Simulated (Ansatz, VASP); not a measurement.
## SnSe: VASP beside Ansatz

```
CELL_PARAMETERS angstrom
0.00000 3.16050 2.85950
3.16050 0.00000 2.85950
3.16050 3.16050 0.00000
ATOMIC_POSITIONS crystal
Sn 0.00000 0.00000 0.00000
Se 0.50000 0.50000 0.50000
```

Change from the starting cell: strain +0.050 along x and y, -0.050 along z, atoms carried along.

Alike in both runs: task single point; functional r2SCAN; k mesh 10 × 10 × 10; occupations gaussian, width 0.05 eV; no spin polarisation.

```csv
,VASP,Ansatz
version,VASP 6.6.1,Ansatz 0.2.0
potentials or method,"VASP PAW PBE potentials, release 64 (Sn_d, Se)","scalar-relativistic, plane waves, PAW"
plane-wave cutoff (eV),520,500
valence electrons in the cell,20,30
```

Ansatz gave:

* gap on the k mesh at the Fermi level (eV): 0.44
* least direct gap on the mesh (eV): 0.44
* pressure (GPa): -0.9
* largest component of the traceless stress (GPa): 8.00

Q: Which values does VASP return?

A: gap on the k mesh at the Fermi level (eV): 0.44; least direct gap on the mesh (eV): 0.44; pressure (GPa): -0.9; largest component of the traceless stress (GPa): 8.02.

The two sets of potentials don't hold the same shells in valence.

Caveats: the PAW data sets were made with another functional, which shifts forces and pressure a little (VASP); spin-orbit coupling is left out, which moves the levels of the heavy elements.
